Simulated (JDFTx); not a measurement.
Runs of JDFTx 1.7.0 (patched build) on Al. Symmetry: Fm-3m, No. 225, cubic system. Conventional cell: a = 4.050 Å, b = 4.050 Å, c = 4.050 Å, α = 90.00°, β = 90.00°, γ = 90.00°. Al (site symmetry m-3m) is surrounded by 12 Al at 2.86 Å. 

```csv
task,level,potentials or basis,cell,cutoff (eV),SCF threshold on the energy,further solve for the empty bands,gap on the mesh (eV),pressure (GPa),V0 of scaled cells (Å³/atom),relaxed volume (Å³/atom),B0 (GPa)
single point,PBE,PseudoDojo-SR-PBE-0.5-standard,as given,544,1e-08 Ha,yes,none,(a),-,-,-
relaxation of cell and atoms,PBE+D2,PseudoDojo-SR-PBE-0.5-standard,relaxed,544,1e-09 Ha,no,none,0.0,-,(b),-
equation of state,r2SCAN,SG15-PBE-1.2,as given,1088,1e-09 Ha,-,-,-,16.25,-,89
equation of state,RPBE,PseudoDojo-SR-PBE-0.5-standard,as given,544,1e-09 Ha,-,-,-,16.49,-,79
equation of state,PBEsol,PseudoDojo-SR-PBEsol-0.4.1-standard,as given,544,1e-09 Ha,-,-,-,16.18,-,84
relaxation of cell and atoms,PBEsol,PseudoDojo-SR-PBEsol-0.4.1-standard,relaxed,544,1e-10 Ha,no,none,0.0,-,16.18,-
equation of state,LDA,PseudoDojo-SR-LDA-0.4.1-standard,as given,599,1e-09 Ha,-,-,-,15.78,-,85
equation of state,PBE,PseudoDojo-SR-PBE-0.5-standard,as given,544,1e-08 Ha,-,-,-,16.47,-,80
```

Alike in all rows: no spin polarisation; k mesh 11 × 11 × 11; smearing fermi-dirac 0.05 eV.

Task: Estimate the missing entries.

Result: (a) -0.7; (b) 16.11.

Caveats: the potentials were made for another functional, which shifts forces and pressure (some runs); the empty levels aren't tightly converged (some runs); pairwise dispersion overbinds metals, which lowers pressure and volume (some runs).

A k mesh can miss the band edges.

A gap of «none» marks a metal or a gap under the smearing width.

Not every run made on this cell is shown here.
